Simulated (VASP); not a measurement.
Input of a VASP 6.6.1 run:

The input POSCAR:

```
Mg3Sb2
1.0
    4.5820000000      0.0000000000      0.0000000000
   -2.2910000000      3.9681284001      0.0000000000
    0.0000000000      0.0000000000      7.2440000000
Sb Mg
2 3
Direct
    0.6666666667      0.3333333333      0.7650000000
    0.3333333333      0.6666666667      0.2350000000
    0.0000000000      0.0000000000      0.0000000000
    0.6666666667      0.3333333333      0.3700000000
    0.3333333333      0.6666666667      0.6300000000
```

Contents of INCAR.step1:

```
  PREC = Accurate
  ENCUT = 520
  EDIFF = 1E-6
  ISMEAR = -1
  SIGMA = 0.05
  LREAL = F
  LASPH = T
  NELM = 60
  ALGO = Normal
  ISIF = 2
  LWAVE = F
  LCHARG = T
  GGA = 91
  NBANDS = 16
```

The input KPOINTS.step1:

```
Automatic mesh
0
Gamma
  7 7 4
```

INCAR.step2

```
  PREC = Accurate
  ENCUT = 520
  EDIFF = 1E-6
  ISMEAR = 0
  SIGMA = 0.05
  LREAL = F
  LASPH = T
  NELM = 60
  ALGO = Normal
  ISIF = 2
  LWAVE = F
  LCHARG = F
  GGA = 91
  NBANDS = 16
  ICHARG = 11
```

File KPOINTS.step2:

```
path GMKGALHA,LM,KH
10
line-mode
reciprocal
 0.0000000000  0.0000000000  0.0000000000  G
 0.5000000000  0.0000000000  0.0000000000  M

 0.5000000000  0.0000000000  0.0000000000  M
 0.3333333333  0.3333333333  0.0000000000  K

 0.3333333333  0.3333333333  0.0000000000  K
 0.0000000000  0.0000000000  0.0000000000  G

 0.0000000000  0.0000000000  0.0000000000  G
 0.0000000000  0.0000000000  0.5000000000  A

 0.0000000000  0.0000000000  0.5000000000  A
 0.5000000000  0.0000000000  0.5000000000  L

 0.5000000000  0.0000000000  0.5000000000  L
 0.3333333333  0.3333333333  0.5000000000  H

 0.3333333333  0.3333333333  0.5000000000  H
 0.0000000000  0.0000000000  0.5000000000  A

 0.5000000000  0.0000000000  0.5000000000  L
 0.5000000000  0.0000000000  0.0000000000  M

 0.3333333333  0.3333333333  0.0000000000  K
 0.3333333333  0.3333333333  0.5000000000  H
```

Potentials or basis: VASP PAW PBE potentials, release 64 (Sb, Mg).

Run with:

```console
$ cat potpaw_PBE.64/Sb/POTCAR potpaw_PBE.64/Mg/POTCAR > POTCAR
$ cp INCAR.step1 INCAR
$ cp KPOINTS.step1 KPOINTS
$ mpirun -np 1 vasp_std > vasp.out
$ cp INCAR.step2 INCAR
$ cp KPOINTS.step2 KPOINTS
$ mpirun -np 1 vasp_std > vasp.out
```

Problem. What does it give for the band gap along the path?

Solution. 0.29 eV, indirect (least direct gap 1.20 eV).

Problem. What does it give for the band gap on the k mesh?

Solution. 0.37 eV, indirect (least direct gap 1.20 eV).

Levels at the corners of the path, in eV from the valence-band top:
```tsv
point	band 4	band 5	band 6	band 7	band 8	band 9	band 10	band 11	band 12	band 13
Γ	-1.03	-1.03	-0.31	-0.31	0.00	1.20	1.37	3.16	3.16	4.10
M	-3.67	-3.13	-2.20	-2.16	-0.82	0.57	2.09	2.15	2.91	5.29
M	-3.67	-3.13	-2.20	-2.16	-0.82	0.57	2.09	2.15	2.91	5.29
K	-3.50	-3.50	-2.46	-2.46	-2.42	0.29	4.25	4.51	4.51	5.07
K	-3.50	-3.50	-2.46	-2.46	-2.42	0.29	4.25	4.51	4.51	5.07
Γ	-1.03	-1.03	-0.31	-0.31	0.00	1.20	1.37	3.16	3.16	4.10
Γ	-1.03	-1.03	-0.31	-0.31	0.00	1.20	1.37	3.16	3.16	4.10
A	-2.93	-0.77	-0.77	-0.60	-0.60	1.90	1.98	2.85	2.85	3.61
A	-2.93	-0.77	-0.77	-0.60	-0.60	1.90	1.98	2.85	2.85	3.61
L	-4.50	-1.67	-1.64	-1.59	-1.46	0.52	1.45	1.85	2.42	4.71
L	-4.50	-1.67	-1.64	-1.59	-1.46	0.52	1.45	1.85	2.42	4.71
H	-4.19	-3.80	-3.30	-0.94	-0.94	1.97	1.97	2.49	2.67	4.81
H	-4.19	-3.80	-3.30	-0.94	-0.94	1.97	1.97	2.49	2.67	4.81
A	-2.93	-0.77	-0.77	-0.60	-0.60	1.90	1.98	2.85	2.85	3.61
L	-4.50	-1.67	-1.64	-1.59	-1.46	0.52	1.45	1.85	2.42	4.71
M	-3.67	-3.13	-2.20	-2.16	-0.82	0.57	2.09	2.15	2.91	5.29
K	-3.50	-3.50	-2.46	-2.46	-2.42	0.29	4.25	4.51	4.51	5.07
H	-4.19	-3.80	-3.30	-0.94	-0.94	1.97	1.97	2.49	2.67	4.81
```

Caveat: the log is that of the step along the path at fixed density, whose energy, stress, charges and moments have no meaning; spin-orbit coupling is left out, which moves the levels of the heavy elements.
